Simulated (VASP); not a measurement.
Cu3Au (Auricupride):

```
CELL_PARAMETERS angstrom
3.74000 0.00000 0.00000
0.00000 3.74000 0.00000
0.00000 0.00000 3.74000
ATOMIC_POSITIONS crystal
Au 0.00000 0.00000 0.00000
Cu 0.50000 0.50000 0.00000
Cu 0.50000 0.00000 0.50000
Cu 0.00000 0.50000 0.50000
```

Base run:

```yaml
Program: VASP 6.6.1
Functional: r2SCAN
Potentials_or_basis: VASP PAW PBE potentials, release 64 (Au, Cu)
Cutoff: 520 eV
k_mesh: 7 × 7 × 7
Occupations: fermi-dirac, width 0.05 eV
Spin: no spin polarisation
```

Its results: pressure -0.2 GPa.

Q: After a change of settings the same cell gave: pressure 5.3 GPa. Which change was it?
A. functional from r2SCAN to rSCAN; further incar settings from ALGO = Normal; EDIFF = 1e-06 to ALGO = Normal; EDIFF = 1e-07
B. functional from r2SCAN to SCAN; further incar settings from ALGO = Normal; EDIFF = 1e-06 to ALGO = Normal; EDIFF = 1e-07
C. k mesh from 7 × 7 × 7 to 5 × 5 × 5; spin from no spin polarisation to spin-orbit coupling, no magnetisation
D. functional from r2SCAN to PBE; occupations from fermi-dirac, width 0.05 eV to gaussian, width 0.012 eV

A: D.

Caveats: the PAW data sets were made with another functional, which shifts forces and pressure a little (some runs).
